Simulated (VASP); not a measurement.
Runs of VASP 6.6.1 on SnO2. It takes space group Pmmm (No. 47, orthorhombic). Conventional cell: a = 3.023 Å, b = 4.965 Å, c = 5.977 Å, α = 90.00°, β = 90.00°, γ = 90.00°. Sn (site symmetry mmm) has 4 O at 2.02 Å as nearest neighbours. O (site symmetry mm2) is surrounded by 2 Sn at 2.02 Å. The cell was built by a generator and needn't be a form met in nature.

```tsv
level	potentials or basis	gap on the mesh (eV)	pressure (GPa)	relaxed volume (Å³/atom)	largest force (eV/Å)
RPBE	VASP PAW PBE potentials, release 64 (Sn_d, O)	1.63	0.0	(a)	-
PBEsol	VASP PAW PBE potentials, release 64 (Sn_d, O)	1.67	0.0	35.57	0.01
PBE	VASP PAW PBE potentials, release 64 (Sn_d, O)	(b)	0.0	37.49	0.01
LDA	VASP PAW LDA potentials, release 64 (Sn_d, O)	1.23	0.0	31.69	0.01
PW91	VASP PAW PBE potentials, release 64 (Sn_d, O)	1.60	0.0	36.65	0.01
```

Alike in all rows: task relaxation of cell and atoms; no spin polarisation; cell relaxed; k mesh 9 × 6 × 5; cutoff (eV) 600; smearing fermi-dirac 0.05 eV.

Estimate the missing entries.

(a) 37.98; (b) 1.65.

Caveats: spin-orbit coupling is left out, which moves the levels of the heavy elements; an odd mesh through Γ misses points on the zone boundary, where band edges often lie; the volume moved by over 15 % at a fixed basis, so the end points are rough (some runs); the PAW data sets were made with another functional, which shifts forces and pressure a little (some runs).

A k mesh can miss the band edges, and the runs leave out spin-orbit coupling on Sn.
